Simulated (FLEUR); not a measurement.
The system is KBr.

```
Br K
1.0
     0.00000    3.30000    3.30000
     3.30000    0.00000    3.30000
     3.30000    3.30000    0.00000
Br K
1 1
Direct
  0.50000 0.50000 0.50000
  0.00000 0.00000 0.00000
```

Base run:

* Program: FLEUR MaX-R8.1 (later development tree)
* Functional: PBEsol
* Potentials or basis: all-electron
* Basis: FLAPW
* Kmax: 4.1 1/bohr
* k mesh: 7 × 7 × 7
* Occupations: fermi-dirac, width 0.05 eV
* Spin: no spin polarisation

Its results: band gap on the k mesh 4.28 eV, direct.

Q: After a change of settings the same cell gave: band gap on the k mesh 4.03 eV, direct. Which change was it?
A. functional from PBEsol to LDA
B. functional from PBEsol to WC; lmax from Br 10, K 10 to Br 11, K 11
C. functional from PBEsol to r2SCAN
D. functional from PBEsol to RPBE; lmax from Br 10, K 10 to Br 11, K 11

A: A.

Not every run made on this cell is shown here.
